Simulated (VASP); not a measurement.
Set up this calculation in VASP 6.6.1, as the native input.

| Property | Result |
| --- | --- |
| Task | relaxation of cell and atoms |
| Functional | PBEsol |
| Potentials or basis | VASP PAW PBE potentials, release 64 (Ti_sv, Si) |
| Cutoff | 600 eV |
| k mesh | 5 × 5 × 5 |
| Occupations | fermi-dirac, width 0.05 eV |
| Spin | no spin polarisation |
| Hubbard terms | Ti d U = 8 eV |
| Further INCAR settings | ALGO = Normal; EDIFF = 1e-07; IBRION = 2; EDIFFG = -0.01; NSW = 60; ISIF = 3 |

The structure of TiSi2 lies in POSCAR:

```
TiSi2
1.0
    0.0000000000      4.1175163063      4.2628978354
    2.3895119538      0.0000000000      4.2628978354
    2.3895119538      4.1175163063      0.0000000000
Ti Si
2 4
Direct
    0.7500000000      0.7500000000      0.7500000000
    0.5000000000      0.5000000000      0.5000000000
    0.4125656100      0.0874343900      0.4125656100
    0.0874343900      0.4125656100      0.0874343900
    0.1625656100      0.8374343900      0.1625656100
    0.8374343900      0.1625656100      0.8374343900
```

The cell is a database's computed one.

These files were run (other wordings do the same):

INCAR

```
SYSTEM = TiSi2
PREC = Accurate ; ENCUT = 600
EDIFF = 1E-7 ; ISMEAR = -1
SIGMA = 0.05 ; LREAL = .FALSE.
LASPH = .TRUE. ; NELM = 80
ALGO = Normal ; ISIF = 3
LWAVE = .FALSE. ; LCHARG = .FALSE.
LMAXMIX = 4 ; LDAU = .TRUE.
LDAUTYPE = 2 ; LDAUL = 2 -1
LDAUU = 8 0 ; LDAUJ = 0 0
LDAUPRINT = 1 ; GGA = PS
IBRION = 2 ; NSW = 60
EDIFFG = -0.01
```

KPOINTS

```
regular mesh
0
G
  5 5 5
  0 0 0
```

Potentials or basis: VASP PAW PBE potentials, release 64 (Ti_sv, Si).

Launch:

```sh
$ cat potpaw_PBE.64/Ti_sv/POTCAR potpaw_PBE.64/Si/POTCAR > POTCAR
$ mpirun -np 1 vasp_std > vasp.out
```

Results of the run:

* Relaxed volume: 14.79 Å³/atom
* Relaxed cell: a = 6.048 Å, b = 4.980 Å, c = 4.854 Å, α = 75.90°, β = 53.00°, γ = 51.10°
* Space group after relaxing (to 0.05 Å): Fddd (No. 70)
* Energy gained by relaxing: 25.5 meV/atom
* Ionic steps: 11
* Pressure after relaxing: 0.0 GPa
* Largest force after relaxing: 0.003 eV/Å
* Band gap on the k mesh: none (metal or under the smearing width)

Caveat: the PAW data sets were made with another functional, which shifts forces and pressure a little; U without spin polarisation on a metal has little footing; the U is typed as a test and isn't derived for this compound.

Wall time 13 min on 1 thread of Intel(R) Xeon(R) Platinum 8375C CPU @ 2.90GHz (Ice Lake), on a shared host, peak memory 0.31 GiB.
